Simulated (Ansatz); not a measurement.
Crystal: TiNi.

```
CELL_PARAMETERS angstrom
2.73580 0.00000 0.00000
0.00000 2.73580 0.00000
0.00000 0.00000 3.58141
ATOMIC_POSITIONS crystal
Ni 0.00000 0.00000 0.00000
Ti 0.50000 0.50000 0.50000
```

The cell comes from a database or a generator and needn't be the stable form of this composition.

A run of Ansatz 0.2.0 on this cell left the log below. Logs are shortened: lines on timing, memory, paths and dates and some standing lists are left out, and cuts for length are marked.

```text
Warning: RAYON_NUM_THREADS=2 ignored (pool sized by the plan → 2); use --threads N
LAPW: plane waves up to 8.399 Å⁻¹, error target 1.0e-3 eV per atom; small_component_spin mean_spin; Ti in spheres of 1.314 Å, 12 of its electrons in bands, Dirac shells []; Ni in spheres of 1.322 Å, 18 of its electrons in bands, Dirac shells [] (how accurate: hamiltonian.pseudopotentials.lapw.basis_error, Limitations)
Engine: ansatz 0.2.0, x86_64-unknown-linux-gnu
Pseudopotentials: kind: all_electron
Pseudopotential: Ni, LAPW, valence charge 18, lapw/all_electron/scalar/gaussian/Ni, Koelling and Harmon's equation, gaussian nucleus
Pseudopotential: Ti, LAPW, valence charge 12, lapw/all_electron/scalar/gaussian/Ti, Koelling and Harmon's equation, gaussian nucleus
Functional definition: PBEsol
  exchange = pbesol_x
  correlation = pbesol_c
Crystal: 2 atoms, lattice volume = 26.805 Å³
Basis set: ecut = 268.740369168347 eV, 269 PW (Γ), exchange–correlation at level 2
Bands: 19, of which v1, the nominal top of the filled ones, is band 15 counted from 1 (14 counted from 0)
Symmetry: 16 space group operations
Space group: P4/mmm (ITA 123), of the structure as read, at distance tolerance 3.0e-5 Å
k-points: 105 of 800
Non-local potential: Ni, projectors of the file, none
Non-local potential: Ti, projectors of the file, none
Initial density: superposition of atomic densities (chi_scale 0.1, normalization cell, long waves kept (reshape's long-wave potential 0.00 eV rms))
Initial wavefunctions: plane waves of lowest kinetic energy (no species holds an atomic orbital)
Functional: x = pbesol(κ = 0.804, μ = 0.12345679012345678), c = pbesol(β = 0.046)
iter 1 solved again at ethr=7.76e-3 eV; its pass at ethr=1.00e-1 eV (dr2=2.33e0 eV) is discarded
SCF iter   1: F=—  HF=-64557.220712 eV  |F-HF|=—  |Δ(HF+E_count)|=         —  Δρ=6.81e-2  dr2=2.33e0  ethr=7.76e-3  ⟨swp⟩=2.0  Hψ=13880  notcnv=0
preconditioner: auto → none  [metal: Δε(μ)=0.016 eV  Ē_g=5.196 eV  σ=0.050 eV  W_gap=0.08  n_scr=6 (ndim 8)  ℏωp=26.8 eV  f_vac=0.000  D(μ)=1.73/eV (n_scr^D=18)  sad-step TF]
SCF iter   2: F=—  HF=-64565.550289 eV  |F-HF|=—  |Δ(HF+E_count)|=    8.33e0  Δρ=3.40e-1  dr2=6.25e1  ethr=7.76e-3  ⟨swp⟩=3.0  Hψ=6721  notcnv=0  recentre
SCF iter   3: F=—  HF=-64556.853876 eV  |F-HF|=—  |Δ(HF+E_count)|=    8.70e0  Δρ=5.43e-2  dr2=1.50e0  ethr=7.76e-3  ⟨swp⟩=3.0  Hψ=6559  notcnv=0
SCF iter   4: F=—  HF=-64556.456325 eV  |F-HF|=—  |Δ(HF+E_count)|=   3.98e-1  Δρ=2.29e-2  dr2=2.55e-1  ethr=4.99e-3  ⟨swp⟩=2.0  Hψ=6193  notcnv=0
SCF iter   5: F=—  HF=-64556.486603 eV  |F-HF|=—  |Δ(HF+E_count)|=         —  Δρ=2.86e-2  dr2=4.70e-1  ethr=8.48e-4  ⟨swp⟩=2.2  Hψ=6341  notcnv=0  defer=1
the basis was enlarged: its passes take 282.4 KiB over the memory plan, 2 of 2 planned eigensolver slots
iter 6 solved again at ethr=4.84e-5 eV; its pass at ethr=8.48e-4 eV (dr2=1.45e-2 eV) is discarded
SCF iter   6: F=—  HF=-64556.393787 eV  |F-HF|=—  |Δ(HF+E_count)|=   9.28e-2  Δρ=5.79e-3  dr2=1.45e-2  ethr=4.84e-5  ⟨swp⟩=2.0  Hψ=10354  notcnv=0
SCF iter   7: F=—  HF=-64556.389956 eV  |F-HF|=—  |Δ(HF+E_count)|=   3.83e-3  Δρ=3.55e-3  dr2=6.49e-3  ethr=4.82e-5  ⟨swp⟩=2.0  Hψ=5950  notcnv=0
SCF iter   8: F=—  HF=-64556.389624 eV  |F-HF|=—  |Δ(HF+E_count)|=   3.32e-4  Δρ=3.39e-3  dr2=6.32e-3  ethr=2.16e-5  ⟨swp⟩=2.0  Hψ=5950  notcnv=0
SCF iter   9: F=—  HF=-64556.388411 eV  |F-HF|=—  |Δ(HF+E_count)|=   1.21e-3  Δρ=1.19e-3  dr2=7.66e-4  ethr=2.11e-5  ⟨swp⟩=2.0  Hψ=5950  notcnv=0
SCF iter  10: F=—  HF=-64556.388236 eV  |F-HF|=—  |Δ(HF+E_count)|=   1.75e-4  Δρ=2.37e-4  dr2=3.14e-5  ethr=2.55e-6  ⟨swp⟩=2.0  Hψ=5950  notcnv=0
SCF iter  11: F=—  HF=-64556.388229 eV  |F-HF|=—  |Δ(HF+E_count)|=   6.65e-6  Δρ=3.40e-5  dr2=6.40e-7  ethr=1.05e-7  ⟨swp⟩=2.0  Hψ=5950  notcnv=0
SCF iter  12: F=-64556.388229 eV  HF=-64556.388229 eV  |F-HF|=2.07e-8  |Δ(HF+E_count)|=   3.88e-8  Δρ=3.32e-6  dr2=6.34e-9  ethr=2.13e-9  ⟨swp⟩=2.0  Hψ=5950  notcnv=0
SCF 1 converged in 12 iterations: F = -64556.388229 eV  dr2 = 6.34e-9
SCF converged after 12 iterations
Free energy (F): -64556.388229 eV
Harris-Foulkes:  -64556.388229 eV  (|F-HF|=2.07e-8)
Internal energy: -64556.367355 eV  (E = F + TS)
E sigma→0 (E₀):  -64556.377792 eV
Entropy (-TS):   -0.020875 eV (-10.437 meV/atom)
Fermi energy:    16.320994 eV
--- Per-component energies (eV) ---
  E_band       = -440.762715
  E_kinetic    = 65431.838253
  E_xc         = -2816.911664
  E_electrostatic = -127171.293944  (all electrons and nuclei)
  E_smearing   = -0.020875  (= −TS)
  E_closure    = 0.000000  (closes the sum)
  E_atoms      = -64540.700442  (free atoms, spherical and without spin; not in F)
  Σ components = -64556.388229   (vs F -64556.388229, Δ=0.00e0)
  Basis errors (estimates in eV, not in F): energy 1.9e-4 per atom: plane waves 1.5e-4 (7.7e-5 summed), levels above the bands 9.8e-26, relativity 7.9e-9, radial functions 4.4e-5, core shells 4.2e-7; eigenvalues (radial functions only) 1.7e-6; not estimated: angular momenta, meshes, grids; target (lapw.basis_error) 1.0e-3; muffin-tin radii Ti 1.314 Å, Ni 1.322 Å
--- Forces (eV/Å), atoms counted from 1 ---
  atom   1  Ni     0.00000000    -0.00000000     0.00000000
  atom   2  Ti    -0.00000000    -0.00000000     0.00000000
  max |Σ_I F_I| component: 7.02e-30 eV/Å
--- Stress (GPa, compression-positive) ---
       -5.416427      -0.000000       0.000000
       -0.000000      -5.416427      -0.000000
        0.000000      -0.000000      -7.965932
  P = ⅓ Tr σ = -6.2663 GPa (-62.663 kbar)
--- Band table (eV; the first three rows and the last of 105) ---
  k-point 0: bands = ["-86.7282", "-47.2950", "-47.2242", "-47.2242", "-40.2528", "-16.6108", "-16.2738", "-16.2738", "8.7003", "12.4458", "12.9423", "14.5117", "14.5117", "15.1587", "16.0514", "17.0085", "19.2814", "19.2814", "19.7214"]
  k-point 1: bands = ["-86.7282", "-47.2953", "-47.2242", "-47.2242", "-40.2520", "-16.6201", "-16.2737", "-16.2737", "8.9129", "12.4972", "13.0099", "14.5417", "14.5417", "15.1674", "15.9575", "16.7869", "19.1225", "19.1225", "19.6175"]
  k-point 2: bands = ["-86.7282", "-47.2962", "-47.2241", "-47.2241", "-40.2499", "-16.6426", "-16.2734", "-16.2734", "9.5244", "12.5810", "13.1929", "14.6197", "14.6197", "15.1887", "15.7112", "16.0591", "18.7587", "18.7587", "18.7632"]
  k-point 104: bands = ["-86.7222", "-47.2888", "-47.2607", "-47.2607", "-40.0832", "-16.8150", "-16.8150", "-16.5123", "13.3440", "13.8013", "13.8227", "13.8227", "14.8676", "14.8676", "14.9130", "15.6275", "19.0875", "20.6797", "23.3616"]
```

Question: Write the input and the command behind it.

Answer: Single point with PBEsol, no spin polarisation. The files as run (others can give the same):

input.yaml
```yaml
crystal:
  lattice:
    - [2.735803, 0.0, 0.0]
    - [0.0, 2.735803, 0.0]
    - [0.0, 0.0, 3.58141]
  atoms:
    - { symbol: Ni, position: [0.0, 0.0, 0.0] }
    - { symbol: Ti, position: [0.5, 0.5, 0.5] }
kpoints:
  mp_grid: { grid: [10, 10, 8] }
scf:
  occupations: { method: fermi_dirac, width: 0.05 }
hamiltonian:
  xc: pbesol
  pseudopotentials: { kind: all_electron, lapw: { basis_error: 0.001 } }
output:
  forces: true
  stress: true
  eigenvalues: true
```

Potentials or basis: all-electron LAPW, scalar-relativistic.
Launch:
```bash
$ ansatz run input.yaml --threads 2 --pin off --max-ram 6144MiB --backend cpu --events-out ev --progress --plain --runs-dir out
```
